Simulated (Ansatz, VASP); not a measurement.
TaN in VASP and in Ansatz

INCAR

```
PREC = Accurate ; ENCUT = 520
EDIFF = 1E-6 ; ISMEAR = 0
SIGMA = 0.05 ; LREAL = F
LASPH = T ; NELM = 150
ALGO = Normal ; ISIF = 2
LWAVE = F ; LCHARG = F
LMAXMIX = 4 ; LDAU = T
LDAUTYPE = 2 ; LDAUL = 2 -1
LDAUU = 7 0 ; LDAUJ = 0 0
LDAUPRINT = 1 ; GGA = CA
NBANDS = 24
```

Contents of KPOINTS:

```
regular mesh
0
Gamma
  7 7 7
```

POSCAR

```
TaN
1.0
    0.0000000000      2.1790013100      2.1790013100
    4.3580026200      2.1790013100      2.1790013100
    4.3580026200      4.3580026200      0.0000000000
Ta N
2 2
Direct
    0.5000000000      0.5000000000      0.0000000000
    0.5000000000      0.5000000000      0.5000000000
    0.0000000000      0.0000000000      0.0000000000
    0.0000000000      0.0000000000      0.5000000000
```

Input for Ansatz:

```yaml
crystal:
  lattice:
    - [0.0, 2.17900131, 2.17900131]
    - [4.35800262, 2.17900131, 2.17900131]
    - [4.35800262, 4.35800262, 0.0]
  atoms:
    - { symbol: Ta, position: [0.5, 0.5, 0.0] }
    - { symbol: "N", position: [0.0, 0.0, 0.0] }
    - { symbol: Ta, position: [0.5, 0.5, 0.5] }
    - { symbol: "N", position: [0.0, 0.0, 0.5] }
basis:
  ecutwfc: 420
  ecutrho_ratio: 4
kpoints:
  mp_grid: { grid: [7, 7, 7] }
hamiltonian:
  xc: lda
  hubbard:
    sites: [{ site: 0, l: d, u_eff: 7.0 }, { site: 2, l: d, u_eff: 7.0 }]
scf:
  occupations: { method: gaussian, width: 0.05 }
  lower_state_search: "off"
  max_iter: 150
output:
  forces: true
  stress: true
  eigenvalues: true
  populations: true
  hubbard: { sites: [{ site: 0, l: d }, { site: 2, l: d }] }
```

Alike in both runs: task single point; functional LDA; k mesh 7 × 7 × 7; occupations gaussian, width 0.05 eV; no spin polarisation; Hubbard terms Ta d U = 7.0 eV.

|  | VASP | Ansatz |
| --- | --- | --- |
| version | VASP 6.6.1 | Ansatz 0.2.0 |
| potentials or method | VASP PAW LDA potentials, release 64 (Ta_pv, N) | scalar-relativistic, plane waves, PAW |
| plane-wave cutoff (eV) | 520 | 420 |
| valence electrons in the cell | 32 | 36 |

```csv
,VASP,Ansatz,Ansatz less VASP
gap on the k mesh at the Fermi level (eV),none,none,-
pressure (GPa),22.8,4.2,-18.55
```

The programs project onto different local orbitals, so the same U acts differently. A gap of «none» marks a metal or a gap that the smearing closes. The two sets of potentials don't hold the same shells in valence. Ansatz warned: «filled_band_counts_differ_across_k_points».

Caveats: the real-space grid breaks the cell's symmetry a little (VASP); U without spin polarisation on a metal has little footing. Spin-orbit coupling is left out, which matters for the levels of Ta.
